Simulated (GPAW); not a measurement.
Crystal: CuO.

```
Cu O
1.0
     1.99097   -2.15355    0.00000
     1.99097    2.15355    0.00000
     0.00000    0.00000    5.15593
Cu O
2 2
Direct
  0.50000 0.00000 0.00000
  0.00000 0.50000 0.50000
  0.50000 0.50000 0.25000
  0.50000 0.50000 0.75000
```

Measurements of this composition are mostly on another form, of space group No. 15.

Base run:

- Program: GPAW 26.7.0
- Functional: PBE
- Potentials or basis: SG15 ONCV 1.2
- Cutoff: 1100 eV
- Basis: pw
- k mesh: 8 × 8 × 5
- Occupations: fermi-dirac, width 0.05 eV
- Spin: no spin polarisation

Its results: pressure 1.4 GPa.

Question: The run is repeated on the same cell with these changes: potentials or basis from SG15 ONCV 1.2 to GPAW PAW data sets (gpaw-data 1.2.1); cutoff from 1100 eV to 800 eV; valence electrons from 50 to 34. What comes out?

Answer: Pressure 3.4 GPa.

Caveats: the run has no spin polarisation, though such a crystal can be magnetic; with this Cu data set, volumes or pressures lay over 1.5 % or 2 GPa off other programs in two to four cells of ten (some runs).
